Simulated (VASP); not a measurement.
The system is TePb.

```
Pb Te
1.0
     0.00000    3.23100    3.23100
     3.23100    0.00000    3.23100
     3.23100    3.23100    0.00000
Pb Te
1 1
Direct
  0.00000 0.00000 0.00000
  0.50000 0.50000 0.50000
```

Base run:

| Quantity | Value |
| --- | --- |
| Program | VASP 6.6.1 |
| Functional | HSE03 |
| Potentials or basis | VASP PAW PBE potentials, release 64 (Pb_d, Te) |
| Cutoff | 520 eV |
| k mesh | 6 × 6 × 6 |
| Occupations | gaussian, width 0.02 eV |
| Spin | no spin polarisation |

Its results: band gap on the k mesh 0.96 eV, direct; pressure 1.1 GPa.

Task: The run is repeated on the same cell with these changes: functional from HSE03 to r2SCAN-EpsX. What comes out?

Result: Band gap on the k mesh 1.13 eV, direct; pressure 1.4 GPa.

Caveats: the PAW data sets were made with another functional, which shifts forces and pressure a little; spin-orbit coupling is left out, which as a rule narrows the gap of such compounds by several tenths of an eV.

Not every run made on this cell is shown here.
